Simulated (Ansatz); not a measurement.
NaCl built on the zincblende prototype (r2SCAN geometry), in Ansatz:

```
CELL_PARAMETERS angstrom
0.00000 3.08727 3.08727
3.08727 0.00000 3.08727
3.08727 3.08727 0.00000
ATOMIC_POSITIONS crystal
Na 0.00000 0.00000 0.00000
Cl 0.25000 0.25000 0.25000
```

G0W0@PBE with 95 empty bands, a screening cutoff of 80 eV and a 4×4×4 mesh (PAW, contour deformation) gives 7.756 eV over the mesh points, from a PBE gap of 4.942 eV; it sums over 103 bands with 113 plane waves in the screening and a wave cutoff of 420 eV. G0W0 values are finite-basis, finite-mesh values. Spin-unpolarised throughout. Whether this structure exists isn't addressed.

(1) Estimate the gap with empty bands 406, screening cutoff 210 eV.

(2) Estimate the gap with mesh 6×6×6.

(3) Estimate the gap with empty bands 221, screening cutoff 140 eV.

Results:

(1) 8.042 eV (+0.286 eV), from a Kohn-Sham gap of 4.942 eV.

(2) 7.741 eV (-0.015 eV), from a Kohn-Sham gap of 4.942 eV.

(3) 7.936 eV (+0.180 eV), from a Kohn-Sham gap of 4.942 eV.
